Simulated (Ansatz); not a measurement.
Isolated molecules relaxed with PBE0-D4/def2-TZVP in Ansatz; ΔE leaves out vibrations. CCSD(T)/CBS adds triple-zeta CCSD(T) − MP2 to the extrapolated MP2 energy (def2 sets, frozen cores). This one scheme is used for every species. DFT in def2-TZVPP. B3LYP here is the variant with VWN-RPA as its local correlation; programs differ in this. HSE06 is defined as in plane-wave codes. Open shells (•) are unrestricted, without spin–orbit coupling. def2 core potentials past Kr. For In outer-core shells are correlated without core-valence functions, which leaves a few kJ/mol of doubt a bond.

Consider the hydrogen abstraction from the In–H bond: `[OH][InH2]` + `F[C](F)F`• → `[OH][InH]`• + `FC(F)F`.

```tsv
level	ΔE (kJ/mol)	difference from CCSD(T)/CBS
LDA (SPW92)	-169.8	-3.5
PBE-D4	-164.2	2.1
revPBE-D4	-164.1	2.2
BLYP-D4	-167.9	-1.6
r2SCAN-D4	-157.2	9.1
B97M-V	-157.2	9.1
PBE0-D4	-162.0	4.3
B3LYP-D4	-167.0	-0.7
r2SCANh-D4	-156.9	9.4
r2SCAN0-D4	-156.4	9.9
HSE06-D4	-162.6	3.7
BHLYP-D4	-163.4	2.9
CAM-B3LYP-D4	-160.1	6.2
ωB97X-V	-154.9	11.4
ωB97M-V	-165.9	0.4
B2PLYP	-166.9	-0.6
PBE-QIDH	-163.0	3.3
PBE	-164.2	2.1
revPBE	-162.4	3.9
r2SCAN	-157.3	9.0
PBE0	-162.0	4.3
B3LYP	-166.9	-0.6
r2SCANh	-156.9	9.4
r2SCAN0	-156.4	9.9
BHLYP	-163.5	2.8
CAM-B3LYP	-160.2	6.1
LC-ωPBE	-147.7	18.6
RPA@PBE/def2-TZVPP	-164.9	1.4
HF/def2-SVP	-151.3	15.0
MP2/def2-SVP	-167.5	-1.2
CCSD(T)/def2-SVP	-164.4	1.9
HF/def2-TZVPP	-146.0	20.3
MP2/def2-TZVPP	-169.9	-3.6
SCS-MP2/def2-TZVPP	-169.9	-3.6
CCSD(T)/def2-TZVPP	-164.7	1.6
HF/def2-QZVPP	-145.3	21.0
MP2/def2-QZVPP	-170.5	-4.2
HF/CBS(def2)	-145.2	21.1
MP2/CBS(def2)	-171.5	-5.2
CCSD/CBS(def2)	-165.3	1.0
CCSD(T)/CBS	-166.3	0
```

Largest T1 diagnostic among the species: 0.021.

From BLYP to BHLYP (50 % exact exchange), in def2-TZVPP and without D4, ΔE moves by +4.0 kJ/mol. In def2-TZVPP, CCSD(T) changes the Hartree–Fock value by −18.7 kJ/mol (the triples alone add −1.0 kJ/mol) and MP2 by −23.8 kJ/mol. Leaving LDA and LC-ωPBE aside and taking each functional with its dispersion term where it has one, the values spread over 13.0 kJ/mol, from BLYP-D4 to ωB97X-V. LDA lies −5.6 kJ/mol from PBE without D4.

CCSD(T)/CBS has its own doubt, a few kJ/mol and more with outer-core shells, so smaller differences from it don't rank the levels.
